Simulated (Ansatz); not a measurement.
Input of an Ansatz 0.2.0 run:

Contents of input.yaml:

```yaml
crystal:
  lattice:
    - [-1.5838089719, 1.5838089719, 1.5838089719]
    - [1.5838089719, -1.5838089719, 1.5838089719]
    - [1.5838089719, 1.5838089719, -1.5838089719]
  atoms:
    - { symbol: Mo, position: [0.0, 0.0, 0.0] }
kpoints:
  mp_grid: { grid: [12, 12, 12] }
scf:
  occupations: { method: fermi_dirac, width: 0.05 }
hamiltonian:
  xc: pbesol
  pseudopotentials: { kind: all_electron, lapw: { basis_error: 0.001 } }
output:
  forces: true
  stress: true
relax:
  f_tol: 0.005
  max_steps: 60
  cell: { p_target: 5 }
```

Potentials or basis: all-electron LAPW, scalar-relativistic.

Run with:

```console
$ ansatz run input.yaml --threads 1 --pin off --max-ram 3072MiB --backend cpu --events-out ev --progress --plain --runs-dir out
```

Question: Predict the relaxed volume.

Answer: 15.06 Å³/atom.

Question: Predict the relaxed cell.

Answer: a = 2.695 Å, b = 2.695 Å, c = 2.695 Å, α = 109.47°, β = 109.47°, γ = 109.47°.

The path:
```csv
step,energy change (eV),largest force (eV/Å),volume (Å³)
1,0.0000,0.0000,15.89
2,-0.0166,0.0000,15.18
3,-0.0137,0.0000,15.06
4,-0.0137,0.0000,15.06
```
